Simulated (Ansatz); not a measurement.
## Ru: a film clamped to a substrate

Method: DFT PBE, scalar-relativistic, plane waves, PAW in Ansatz. Cutoff 420 eV, Γ-centred 24×24×14 k-points, Gaussian smearing of 0.15 eV. No spin polarisation. Energies are free energies at this smearing, counted from the undisturbed cell; pressure is positive in compression.

The undisturbed cell (relaxed at this level; with this scan's settings it stands at 0.1 GPa):

```
Ru
1.0
     2.72003    0.00000    0.00000
    -1.36001    2.35561    0.00000
     0.00000    0.00000    4.29677
Ru
2
Direct
  0.33333 0.66667 0.25000
  0.66667 0.33333 0.75000
```

The cell (2 atoms, V0 = 27.53 Å³) is strained by p along both x and y and by q along z, fractional coordinates fixed. τp = (1/V0) ∂E/∂p = (σxx + σyy)(1 + p)(1 + q) and τq = (1/V0) ∂E/∂q = σzz(1 + p)², with tension positive.

```
     p q  ΔE (meV/atom)  τp (GPa)  τq (GPa)
 0.000   0.000           0.00     -0.59      0.40
-0.025   0.000          45.01    -43.15     -8.74
 0.025   0.000          35.49     32.16      8.51
 0.000  -0.025          17.21     -9.97    -16.98
 0.000   0.025          16.69      7.33     14.67
```

Get the second derivatives of the energy density.

Central differences give A = ∂τp/∂p = 1506 GPa (C11 + C22 + 2 C12), C = ∂τq/∂q = 633 GPa (C33) and the cross term B = ∂τq/∂p = 345 GPa (C13 + C23); ∂τp/∂q = 346 GPa must equal B, and any difference shows higher-order terms. The ions are clamped.

A film of this crystal grows with z along the normal on a substrate that imposes p. How does its thickness respond, and what does the misfit cost?

Count p and q from the stress-free cell. A free surface needs τq = 0, so q = −(B/C) p = -0.55 p. The energy density left is (A − B²/C) p²/2 = M p², with the biaxial modulus M = 659 GPa; a misfit of 1 % costs 5.66 meV/atom, against 6.47 meV/atom if the thickness were held.

At p = -0.050 the energies along q are 368.1 (q = -0.050), 256.5 (q = -0.025), 194.3 (q = 0.000), 173.2 (q = 0.025), 185.8 (q = 0.050) meV/atom.

Does the linear rule hold at this misfit?

A parabola through the lowest point and its neighbours has its minimum at q = 0.028, 173.0 meV/atom. With the stress left in the starting cell, τp0 and τq0, linear elasticity gives q = −(τq0 + Bp)/C = 0.027 and E = V0(τp0 p + τq0 q + Ap²/2 + Bpq + Cq²/2)/N = 145.0 meV/atom. The energies differ by more than a tenth, so the quadratic law fails here: the gap holds the anharmonic part, with some error from the wide steps. Cubic terms also shift the vertex of so wide a parabola.

In a metal these slopes depend on the k mesh and the smearing.

Ruthenium resists in-plane misfit strongly, and letting the thickness relax recovers only a small part of the cost. The thickness changes far less than constant volume would require, as expected for a metal whose partly filled 4d band gives strong, somewhat directional bonding and resists shear as well as compression. Clamping the ions costs nothing here: both strains preserve the hexagonal symmetry, which fixes the atomic positions in the hcp cell, so these are also the relaxed-ion constants.

At the larger compression the linear rule still gives nearly the right thickness, 0.027 against 0.028, but underestimates the energy, 145.0 against 173.0 meV/atom. Most of the missing energy probably comes from in-plane stiffening, which raises the whole curve along q without moving its minimum much. The stresses at smaller strain show the same asymmetry, since repulsion between overlapping shells grows steeply on compression while bonding weakens on stretching. A tensile misfit of equal size should therefore cost less than a compressive one. Whether a film would stay coherent depends also on interface and dislocation energies.
